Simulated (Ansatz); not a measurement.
## Structure optimisation: tellurium, dhcp

The calculation used DFT, revPBE, plane waves (420 eV) with PAW, scalar-relativistic (Ansatz 0.2.0). The PAW files were generated under PBE, with cores re-solved for the functional.

k-point mesh 11×11×3, Fermi-Dirac smearing 0.1 eV, no spin polarisation. Cell and atoms relax.

Starting structure:

```xyz
4
Lattice="3.4421 0.0000 0.0000 -1.7210 2.9809 0.0000 0.0000 0.0000 11.2418" Properties=species:S:1:pos:R:3 pbc="T T T"
Te    0.0000    0.0000    0.0000
Te    0.0000    0.0000    5.6209
Te    0.0000    1.9873    2.8104
Te    1.7210    0.9936    8.4313
```

Problem. The pressure at the start is 0.0 GPa. By how much does the volume change?

Solution. From 28.84 to 33.19 Å³ per atom, 15.1 %. The final cell has a = 4.295 Å, c = 8.311 Å (c/a = 1.935).

The cell has left the dhcp structure type; it ends in P6_3/mmc.

Problem. How much energy does the relaxation gain?

Solution. 277.4 meV per atom.

Path of the relaxation (the plane waves are chosen anew near the end, which can shift the energy a little):

```json
{"step": "0", "E − E(final) (meV/atom)": "277.38", "V (Å³/atom)": "28.837", "P (GPa)": "0.04", "max force (eV/Å)": "0.000"}
{"step": "1", "E − E(final) (meV/atom)": "270.49", "V (Å³/atom)": "28.857", "P (GPa)": "-0.07", "max force (eV/Å)": "0.000"}
{"step": "2", "E − E(final) (meV/atom)": "235.48", "V (Å³/atom)": "28.770", "P (GPa)": "0.54", "max force (eV/Å)": "0.000"}
{"step": "3", "E − E(final) (meV/atom)": "168.67", "V (Å³/atom)": "28.800", "P (GPa)": "1.37", "max force (eV/Å)": "0.000"}
{"step": "4", "E − E(final) (meV/atom)": "89.02", "V (Å³/atom)": "29.578", "P (GPa)": "1.55", "max force (eV/Å)": "0.000"}
{"step": "5", "E − E(final) (meV/atom)": "38.62", "V (Å³/atom)": "30.825", "P (GPa)": "0.60", "max force (eV/Å)": "0.000"}
{"step": "6", "E − E(final) (meV/atom)": "31.54", "V (Å³/atom)": "31.394", "P (GPa)": "0.19", "max force (eV/Å)": "0.000"}
{"step": "7", "E − E(final) (meV/atom)": "31.01", "V (Å³/atom)": "31.544", "P (GPa)": "-0.20", "max force (eV/Å)": "0.000"}
{"step": "8", "E − E(final) (meV/atom)": "30.92", "V (Å³/atom)": "31.409", "P (GPa)": "0.05", "max force (eV/Å)": "0.000"}
{"step": "9", "E − E(final) (meV/atom)": "30.92", "V (Å³/atom)": "31.433", "P (GPa)": "0.00", "max force (eV/Å)": "0.000"}
{"step": "10", "E − E(final) (meV/atom)": "15.33", "V (Å³/atom)": "31.433", "P (GPa)": "0.96", "max force (eV/Å)": "0.000"}
{"step": "11", "E − E(final) (meV/atom)": "7.30", "V (Å³/atom)": "32.078", "P (GPa)": "0.54", "max force (eV/Å)": "0.000"}
{"step": "12", "E − E(final) (meV/atom)": "0.23", "V (Å³/atom)": "33.147", "P (GPa)": "0.01", "max force (eV/Å)": "0.000"}
{"step": "13", "E − E(final) (meV/atom)": "0.22", "V (Å³/atom)": "33.193", "P (GPa)": "0.00", "max force (eV/Å)": "0.000"}
{"step": "14", "E − E(final) (meV/atom)": "0.00", "V (Å³/atom)": "33.193", "P (GPa)": "0.00", "max force (eV/Å)": "0.000"}
```
